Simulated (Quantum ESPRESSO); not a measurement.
## ZrC in Quantum ESPRESSO: the effect of functional

ZrC:

```
Zr C
1.0
     0.00000    2.36500    2.36500
     2.36500    0.00000    2.36500
     2.36500    2.36500    0.00000
Zr C
1 1
Direct
  0.50000 0.50000 0.50000
  0.00000 0.00000 0.00000
```

Alike in all runs:

| Property | Result |
| --- | --- |
| Program | Quantum ESPRESSO 7.5 |
| Task | phonon dispersion |
| Cutoff | 1116 eV |
| Density cutoff | 4463 eV |
| k mesh | 8 × 8 × 8 |
| Occupations | cold, width 0.2 eV |
| Spin | no spin polarisation |

Each run relaxes the cell or the atoms first.

| functional | potentials or basis | relaxed volume (Å³/atom) | highest phonon frequency (cm⁻¹) |
| --- | --- | --- | --- |
| LDA | PseudoDojo 0.4.1 SR LDA standard | ? | ? |
| PBE | PseudoDojo 0.4.1 SR PBE standard | 13.06 | 655 |
| PBEsol | PseudoDojo 0.4.1 SR PBEsol standard | 12.73 | 667 |

**Question.** What does the run with functional LDA give?

**Answer.** Relaxed volume 12.51 Å³/atom; highest phonon frequency 677 cm⁻¹.

Caveats: the mesh is thin for the phonons of a metal.
